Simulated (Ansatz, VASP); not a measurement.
One calculation of Mg3B, two programs

```
Mg B
1.0
     4.04394    0.00000    0.00000
     0.00000    4.04394    0.00000
     0.00000    0.00000    4.04394
Mg B
3 1
Direct
  0.00000 0.50000 0.50000
  0.50000 0.00000 0.50000
  0.50000 0.50000 0.00000
  0.00000 0.00000 0.00000
```

Alike in both runs: functional PBE; k mesh 12 × 12 × 12; occupations gaussian, width 0.1 eV; no spin polarisation.

Ansatz relaxed the structure, and its values are those at the end. VASP's run is a single point on that final structure, the one shown.

```csv
,VASP,Ansatz
version,VASP 6.6.1,Ansatz 0.2.0
potentials or method,"VASP PAW PBE potentials, release 64 (Mg, B)","scalar-relativistic, plane waves, PAW"
plane-wave cutoff (eV),520,420
valence electrons in the cell,9,33
```

Ansatz gave:

* gap on the k mesh at the Fermi level (eV): none
* pressure (GPa): 0.0

Question: What did VASP give for the same quantities?

Answer: gap on the k mesh at the Fermi level (eV): none; pressure (GPa): -0.1.

A gap of «none» marks a metal or a gap that the smearing closes. The two sets of potentials don't hold the same shells in valence.
